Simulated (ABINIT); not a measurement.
CuO (Tenorite):

```
CELL_PARAMETERS angstrom
2.34465 -1.71340 0.00000
2.34465 1.71340 0.00000
-0.86055 0.00000 5.05944
ATOMIC_POSITIONS crystal
Cu 0.49680 0.00320 0.50000
Cu 0.00320 0.49680 0.00000
O 0.40560 0.57140 0.75370
O 0.57140 0.40560 0.25370
```

Base run:

| Item | Value |
| --- | --- |
| Program | ABINIT 10.8.3 (patched build) |
| Functional | PBEsol |
| Potentials or basis | PseudoDojo NC SR PBEsol v0.4.1 standard |
| Cutoff | 1252 eV |
| k mesh | 8 × 8 × 4 |
| Occupations | fermi-dirac, width 0.05 eV |
| Spin | no spin polarisation |

Its results: band gap on the k mesh none (metal or under the smearing width); pressure -2.9 GPa; largest force 0.771 eV/Å.

**Question.** After a change of settings the same cell gave: band gap on the k mesh none (metal or under the smearing width); pressure -4.0 GPa; largest force 0.771 eV/Å. Which change was it?
A. functional from PBEsol to LDA; potentials or basis from PseudoDojo NC SR PBEsol v0.4.1 standard to PseudoDojo NC SR LDA v0.4.1 standard
B. cutoff from 1252 eV to 1143 eV
C. functional from PBEsol to LDA; potentials or basis from PseudoDojo NC SR PBEsol v0.4.1 standard to JTH PAW LDA v2.0; cutoff from 1252 eV to 707 eV

**Answer.** B.

Caveats: the run has no spin polarisation, though such a crystal can be magnetic; semilocal functionals often make such compounds metallic where correlation or magnetic order opens a gap, which also shifts bond lengths.

Not every run made on this cell is shown here.
